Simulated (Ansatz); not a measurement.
**Pt under changes of volume**

One of the cells (15.815 Å³/atom); the others are scaled copies at fixed shape and fractional positions:

```
Pt
1.0
     2.76067    0.00000    0.00000
    -1.38033    2.39081    0.00000
     0.00000    0.00000    4.79213
Pt
2
Direct
  0.33333 0.66667 0.25000
  0.66667 0.33333 0.75000
```

This isn't the form of Pt at room conditions, which is fcc.

- Program: Ansatz 0.2.0
- Functional: PBEsol
- Potentials or basis: Ansatz PAW
- Cutoff: 420 eV (not typed: the program's choice for these potentials)
- k mesh: 11 × 11 × 6
- Occupations: fermi-dirac, width 0.05 eV
- Spin: no spin polarisation

```csv
volume (Å³/atom),energy over the lowest point (meV/atom),pressure (GPa)
14.866,?,?
15.182,0.00,-0.5
15.498,6.62,-5.9
15.815,23.29,-10.6
16.131,48.73,-14.8
16.447,81.83,-18.4
16.763,121.59,-21.5
```

**Question.** What does the run at 14.866 Å³/atom give?

**Answer.** Energy over the lowest point 4.87 meV/atom; pressure 5.8 GPa.

Worked out: A Birch-Murnaghan fit of order 3 (a polynomial in V^(-2/3)) to the other rows has its minimum at 15.15 Å³/atom, just outside them, with B0 = V·E''(V) = 282 GPa and B' = 5.4 at fixed shape and positions, which overstates the stiffness. It gives 4.86 meV/atom at 14.866 Å³/atom, against the run's 4.87, and -dE/dV = 5.6 GPa, against 5.8.

Energies are extrapolated to zero smearing.

Caveats: the PAW data sets come from PBE, with cores solved anew for the run's functional, which leaves a small shift of forces and pressure.
